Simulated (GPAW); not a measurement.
# HfB2 (P6/mmm) in GPAW: single point with PBE

Aim: the single point of HfB2 with PBE.

Program: GPAW 26.7.0. These are calculated values, not measurements. Logs are shortened: lines on timing, memory, paths and dates and some standing lists are left out, and cuts for length are marked. The log counts tension as positive stress, the text compression.

## (1) Starting point

The structure is hexagonal, space group P6/mmm (No. 191). The conventional cell has a = 3.140 Å, b = 3.140 Å, c = 3.480 Å, α = 90.00°, β = 90.00°, γ = 120.00°. Hf (site symmetry 6/mmm) has 12 B at 2.51 Å as nearest neighbours. B (site symmetry -6m2) has 3 B at 1.81 Å as nearest neighbours.

## (2) Single point, PBE

File run.py:

```python
from ase.dft.bandgap import bandgap
from ase.io import read, write
from ase.units import GPa
from gpaw import GPAW, PW

atoms = read('HfB2.xyz')

calc = GPAW(mode=PW(600),
            xc='PBE',
            kpts={'size': (8, 8, 6), 'gamma': True},
            occupations={'name': 'fermi-dirac', 'width': 0.05},
            nbands=20,
            maxiter=120,
            txt='gpaw.txt')
atoms.calc = calc
energy = atoms.get_potential_energy()
forces = atoms.get_forces()
stress = atoms.get_stress()
calc.write('gs.gpw')
write('result.traj', atoms)
print(f'Energy: {energy:.6f} eV')
print('Forces (eV/A):')
print(forces.round(4))
print('Stress (GPa):', (stress / GPa).round(3))
print('Fermi level:', round(calc.get_fermi_level(), 4), 'eV')
print(f'Gap: {bandgap(calc)[0]:.4f} eV, direct: {bandgap(calc, direct=True)[0]:.4f} eV')
```

File HfB2.xyz:

```xyz
3
Lattice="3.1400000000 0.0000000000 0.0000000000 -1.5700000000 2.7193197679 0.0000000000 0.0000000000 0.0000000000 3.4800000000" Properties=species:S:1:pos:R:3 pbc="T T T"
Hf     0.0000000000      0.0000000000      0.0000000000
B      1.5700000002      0.9064399225      1.7400000000
B     -0.0000000002      1.8128798454      1.7400000000
```

Potentials or basis: GPAW PAW data sets (gpaw-data 1.2.1), pw.

Command:

```
OMP_NUM_THREADS=1 python run.py
```

gpaw.txt:

```text
__  _  _
 | _ |_)|_||  |
 |__||  | ||/\| - 26.7.0

Input parameters:
  mode=PW(ecut=600.0),
  kpts=MonkhorstPack(size=(8, 8, 6), gamma=True),
  maxiter=120,
  nbands=20,
  occupations=Occupations(name='fermi-dirac', width=0.05),
  xc=XC(name='PBE')

Diagonalizing LCAO Hamiltonian
Converting LCAO to pw mode

         B  B

       Hf

Atoms  # Å, Bohr magnetons
|   | symbol |         x |        y |        z |    initial magnetic moments |
|---|--------|-----------|----------|----------|-----------------------------|
| 0 |     Hf |  0.000000 | 0.000000 | 0.000000 | ( 0.0000,  0.0000,  0.0000) |
| 1 |      B |  1.570000 | 0.906440 | 1.740000 | ( 0.0000,  0.0000,  0.0000) |
| 2 |      B | -0.000000 | 1.812880 | 1.740000 | ( 0.0000,  0.0000,  0.0000) |

Unit cell  # Å
| periodic |         x |        y |        z |  lengths |     angles |
|----------|-----------|----------|----------|----------|------------|
|      yes |  3.140000 | 0.000000 | 0.000000 | 3.140000 |  90.000000 |
|      yes | -1.570000 | 2.719320 | 0.000000 | 3.140000 |  90.000000 |
|      yes |  0.000000 | 0.000000 | 3.480000 | 3.480000 | 120.000000 |

Number of symmetries: 24
Symmetry operations  # r_c * U_cc + t_c -> r_c
|    | kind |            matrix            |
|----|------|------------------------------|
|  0 |  σ   |  1, 1, 0,  0,-1, 0,  0, 0, 1 |
|  1 |  C2  |  1, 1, 0,  0,-1, 0,  0, 0,-1 |
|  2 |  C6  |  1, 1, 0, -1, 0, 0,  0, 0, 1 |
|  3 |  S6  |  1, 1, 0, -1, 0, 0,  0, 0,-1 |
|  4 |  E   |  1, 0, 0,  0, 1, 0,  0, 0, 1 |
|  5 |  σ   |  1, 0, 0,  0, 1, 0,  0, 0,-1 |
|  6 |  σ   |  1, 0, 0, -1,-1, 0,  0, 0, 1 |
|  7 |  C2  |  1, 0, 0, -1,-1, 0,  0, 0,-1 |
|  8 |  σ   |  0, 1, 0,  1, 0, 0,  0, 0, 1 |
|  9 |  C2  |  0, 1, 0,  1, 0, 0,  0, 0,-1 |
| 10 |  C3  |  0, 1, 0, -1,-1, 0,  0, 0, 1 |
| 11 |  S3  |  0, 1, 0, -1,-1, 0,  0, 0,-1 |
| 12 |  C6  |  0,-1, 0,  1, 1, 0,  0, 0, 1 |
| 13 |  S6  |  0,-1, 0,  1, 1, 0,  0, 0,-1 |
| 14 |  σ   |  0,-1, 0, -1, 0, 0,  0, 0, 1 |
| 15 |  C2  |  0,-1, 0, -1, 0, 0,  0, 0,-1 |
| 16 |  σ   | -1, 0, 0,  1, 1, 0,  0, 0, 1 |
| 17 |  C2  | -1, 0, 0,  1, 1, 0,  0, 0,-1 |
| 18 |  C2  | -1, 0, 0,  0,-1, 0,  0, 0, 1 |
| 19 |  i   | -1, 0, 0,  0,-1, 0,  0, 0,-1 |
| 20 |  C3  | -1,-1, 0,  1, 0, 0,  0, 0, 1 |
| 21 |  S3  | -1,-1, 0,  1, 0, 0,  0, 0,-1 |
| 22 |  σ   | -1,-1, 0,  0, 1, 0,  0, 0, 1 |
| 23 |  C2  | -1,-1, 0,  0, 1, 0,  0, 0,-1 |

BZ-sampling:
  Number of BZ points: 384
  Number of IBZ points: 40

  Monkhorst-Pack size: [8, 8, 6]
  Monkhorst-Pack shift: [0.0625, 0.0625, 0.08333333333333333]

K-points  # in reciprocal-cell coordinates
|     |                                coordinates |     weight |
|-----|--------------------------------------------|------------|
|   0 | (  0.00000000,   0.00000000,   0.00000000) | 0.00260417 |
|   1 | (  0.00000000,   0.00000000,   0.16666667) | 0.00520833 |
|   2 | (  0.00000000,   0.00000000,   0.33333333) | 0.00520833 |
|   3 | (  0.00000000,   0.00000000,   0.50000000) | 0.00260417 |
|   4 | (  0.12500000,   0.00000000,   0.00000000) | 0.01562500 |
|   5 | (  0.12500000,   0.00000000,   0.16666667) | 0.03125000 |
|   6 | (  0.12500000,   0.00000000,   0.33333333) | 0.03125000 |
|   7 | (  0.12500000,   0.00000000,   0.50000000) | 0.01562500 |
|   8 | (  0.25000000,  -0.12500000,   0.00000000) | 0.01562500 |
|   9 | (  0.25000000,  -0.12500000,   0.16666667) | 0.03125000 |
| ... |                                            |            |
|  39 | (  0.50000000,   0.50000000,   0.50000000) | 0.00781250 |

Plane wave coefficients: 1010
Cutoff: 600.0 eV

Spin-components: 1 (collinear spins)
Bands:           20
Projectors:      16
Spin-degeneracy: 2
Datatype:        complex128

Parallelization:
  kpt:    1
  domain: 1
  band:   1

Density:
  Valence electrons: 18.0
  Components: 1
  Grid points: [18 18 20]
  Charge: 0.0  # |e|

Potential:
  Grid points: [18 18 20]

species:
  Hf:
    name:    Hafnium
    Z:       72.0
    valence: 12
    core:    60
    charge:  0.0  # [|e|]
    compensation charges:
      type: gauss
      rc: 0.41  # [Å]
      lmax: 2
    cutoffs:
      filter: 2.36  # [Å]
      core: 4.02  # [Å]
    projectors
    | kind |    occ | energy [eV] | rcut [Å] |
    |------|--------|-------------|----------|
    |   5s |  2.000 |     -66.831 |    1.397 |
    |   6s |  2.000 |      -5.097 |    1.397 |
    |   5p |  6.000 |     -35.599 |    1.307 |
    |   6p |  0.000 |      -1.401 |    1.307 |
    |   5d |  2.000 |      -2.699 |    1.334 |
    |    d |        |      24.513 |    1.334 |

    Using partial waves for Hf as LCAO basis

  B:
    name:    Boron
    Z:       5.0
    valence: 3
    core:    2
    charge:  0.0  # [|e|]
    compensation charges:
      type: gauss
      rc: 0.20  # [Å]
      lmax: 2
    cutoffs:
      filter: 1.14  # [Å]
      core: 1.38  # [Å]
    projectors
    | kind |    occ | energy [eV] | rcut [Å] |
    |------|--------|-------------|----------|
    |   2s |  2.000 |      -9.443 |    0.635 |
    |   2p |  1.000 |      -3.606 |    0.635 |
    |    s |        |      17.768 |    0.635 |
    |    p |        |      23.605 |    0.635 |
    |    d |        |       0.000 |    0.635 |

    Using partial waves for B as LCAO basis

Reference energy: -411225.094410  # eV

eigensolver:
  PPCG
  Converge bands: occupied
  niter=2

density mixing:
  MSR1-Mixer
  Pratt-step length: 0.05
  Maximum mixing coefficient: 0.75
  Old densities: 10
  SVD Regularization: 0.005
  Good broyden scale: 1.0
  Trust region scale: 1.0
  Backstep threshold: 4.0
  History deletion threshold: 6.0
  Fourier metric: weight=20.0, sigma=0.015

occupation numbers:
  Fermi-Dirac:
    width: 0.0500  # eV

poisson solver:
  ecut: 4800.0  # eV

xc functional:
  name: PBE with 2 nearest neighbor stencil

convergence criteria:
- Maximum [total energy] change in last 3 cyles: 0.0005 eV / valence electron
- Maximum integral of absolute [dens]ity change: 0.0001 electrons / valence electron
- Maximum integral of absolute [eigenst]ate change: 4e-08 eV^2 / valence electron
maximum number of iterations: 120

SCF iterations
|iter     | |      energy | eigst |  dens |
|---------|-|-------------|-------|-------|
|iter:   1| |  -25.128034 | -0.05 |       |
|iter:   2| |  -24.830678 | -2.55 | -0.98 |
|iter:   3| |  -23.919809 | -1.54 | -1.03 |
|iter:   4| |  -23.929493 | -3.14 | -1.77 |
|iter:   5| |  -23.935683 | -3.93 | -2.10 |
|iter:   6| |  -23.935776c| -5.16 | -2.95 |
|iter:   7| |  -23.935778c| -6.87 | -3.89 |
|iter:   8| |  -23.935778c| -7.86c| -4.34c|

Converged in 8 steps
Energy contributions relative to reference atoms: (reference = -411225.094410)

Energy contributions:
  Kinetic:          26.789941
  Coulomb:         -24.062772
  Zero:             -0.433169
  External:          0.000000
  Xc:              -26.228674
  Entropy:          -0.002208
  Spinorbit:         0.000000
  ----------------------------
  Free energy:     -23.936882
  Extrapolated:    -23.935778

dipole moment: (-5.676721, -9.832369, -12.582795)  # |e|*Ang

Fermi level: 12.828
Eigenvalues  # (at kpt = [0.000, 0.000, 0.000])
| band index |      eig [eV] | occ [0-2] |
|------------|---------------|-----------|
|          0 |       -48.920 |     2.000 |
|          1 |       -18.002 |     2.000 |
|          2 |       -17.509 |     2.000 |
|          3 |       -17.509 |     2.000 |
|          4 |        -1.072 |     2.000 |
|          5 |         9.671 |     2.000 |
[... 9 lines left out ...]
|         15 |        17.712 |     0.000 |
|         16 |        20.453 |     0.000 |
|        ... |               |           |
|         19 |        33.589 |     0.000 |

No gap
No difference between direct/indirect transitions

Forces  # eV/Ang
|        x |        y |       z |
|----------|----------|---------|
| -0.00000 |  0.00000 | 0.00000 |  # Hf   0
| -0.00000 | -0.00000 | 0.00000 |  # B    1
|  0.00000 |  0.00000 | 0.00000 |  # B    2

Stress tensor  # eV/Ang^3
|         x |         y |         z |
|-----------|-----------|-----------|
| -0.013245 |  0.000000 |  0.000000 |
|  0.000000 | -0.013245 |  0.000000 |
|  0.000000 |  0.000000 | -0.014372 |

# Writing to gs.gpw (mode='')
```

It took 25 s on 1 thread of Intel Xeon Platinum 8175M at 2.50GHz (Skylake/Cascade Lake), shared host; peak memory 0.16 GiB.

Results:

```yaml
Free_energy: -23.9369 eV
Pressure: 2.2 GPa
Band_gap_on_the_k_mesh: none (metal or under the smearing width)
```

Stress tensor (GPa, compression positive):
```
2.12 0.00 0.00
0.00 2.12 0.00
0.00 0.00 2.30
```

Caveat: the cutoff is short for stress and forces, so pressures can be off by a GPa or more. The run has no spin-orbit coupling, so splittings on Hf are missing.
